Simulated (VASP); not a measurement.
# SrCl2: Cl into a neighbouring Cl vacancy, part 5 of 7

Aim: the barrier for one hop in SrCl2: Cl into a neighbouring Cl vacancy. The start is a cell from a database of measured crystal structures.

VASP 6.6.1; PBEsol; plane waves and PAW (Sr_sv, Cl).

So far. Step 2 (Relax the host): The run ended after 3 ionic steps, 0.006 eV below its first step, once forces and stress met EDIFFG = -0.02. Step 3 (Relax the start): The run ended after 14 ionic steps, 0.823 eV below its first step, once the forces on the free atoms met EDIFFG = -0.05.

## Step 4: Relax the end (continued)

Relaxation path:

| step | energy less that of the first step (eV) | largest force (eV/Å) |
| --- | --- | --- |
| 1 | 0.0000 | 1.0708 |
| 2 | -0.2440 | 0.8348 |
| 3 | -0.6145 | 0.3297 |
| 4 | -0.6217 | 0.3557 |
| 5 | -0.6897 | 0.2768 |
| 6 | -0.8010 | 0.1614 |
| 7 | -0.8076 | 0.1876 |
| 8 | -0.8415 | 0.1404 |
| 9 | -0.8503 | 0.1757 |
| 10 | -0.8538 | 0.1408 |
| 11 | -0.8655 | 0.0647 |
| 12 | -0.8668 | 0.0727 |
| 13 | -0.8669 | 0.0737 |
| 14 | -0.8703 | 0.0473 |

The atoms that moved most (Å):

| atom | dx | dy | dz | length |
| --- | --- | --- | --- | --- |
| Cl25 | 0.022 | -0.014 | -0.306 | 0.307 |
| Cl22 | 0.026 | 0.009 | 0.276 | 0.278 |
| Cl16 | -0.007 | -0.276 | 0.005 | 0.277 |
| Cl18 | 0.021 | 0.272 | 0.035 | 0.275 |
| Cl19 | -0.273 | -0.013 | -0.010 | 0.274 |
| Cl15 | 0.267 | -0.005 | 0.013 | 0.268 |
| Sr3 | 0.135 | 0.132 | -0.168 | 0.253 |
| Sr2 | -0.128 | -0.088 | -0.080 | 0.174 |

Final coordinates:

```xyz
35
Lattice="0.0000 6.9187 6.9187 6.9187 0.0000 6.9187 10.3781 10.3781 0.0000" Properties=species:S:1:pos:R:3 pbc="T T T"
Sr   -0.0305   -0.0347    0.0556
Sr    3.3669    3.3695   -0.0938
Sr    7.0562    7.0468   -0.1512
Sr    3.4643    0.0460    3.4282
Sr    6.9955    3.3645    3.5480
Sr   10.3739    6.9091    3.4789
Sr    0.0502    3.4570    3.4327
Sr    3.3627    6.9970    3.5515
Sr    6.9194   10.3665    3.4796
Sr    3.4656    3.4606    6.8881
Sr    6.9517    6.9492    6.8809
Sr   10.3640   10.3520    6.9140
Cl    8.6482    8.6410    5.1889
Cl   12.1157   12.1094    5.2123
Cl    8.9242    5.1898    8.6382
Cl   12.1171    8.3602    8.6320
Cl   15.5259   12.1394    8.6581
Cl    5.1868    8.9241    8.6402
Cl    8.3751   12.1126    8.6335
Cl   12.1461   15.5191    8.6536
Cl    8.6001    8.6038   12.1503
Cl   12.1218   12.1148   12.3827
Cl   15.6167   15.6119   12.0093
Cl    1.7133    1.7092    1.7199
Cl    5.1878    5.1882    4.9096
Cl    8.6630    8.6549    1.7435
Cl    5.1908    1.7150    5.2094
Cl    8.6433    5.1712    5.1860
Cl   12.1163    8.6829    5.1515
Cl    1.7193    5.1877    5.2083
Cl    5.1702    8.6421    5.1898
Cl    8.6897   12.1039    5.1565
Cl    5.2775    5.2681    8.5461
Cl    8.6422    8.6412    8.6611
Cl   12.0240   12.0130    8.7305
```

Numbers from this step:

```yaml
electronic_cycles: 163
free_energy_toten: -158.3146 eV
fermi_energy: 0.26 eV
gap_on_the_k_mesh: 4.969 eV
least_direct_gap_on_the_k_mesh: 4.969 eV
```

The run ended after 14 ionic steps, 0.870 eV below its first step, once the forces on the free atoms met EDIFFG = -0.05.

(Continued in part 6 of 7.)

[Lines on the potential files, build, host, timing and source positions are cut from VASP's logs without a mark.]

[Logs are printed without paths, hosts, clocks, repeated set-up lines and the standing remarks that a program may print on its own settings, such as how far it seeks lower states.]

[Hosts, paths, dates, database ids (printed as entryN), source tags and the programs' standing remarks are cut or masked in the printed files.]

[Runs that stopped without an error message from VASP are left out.]
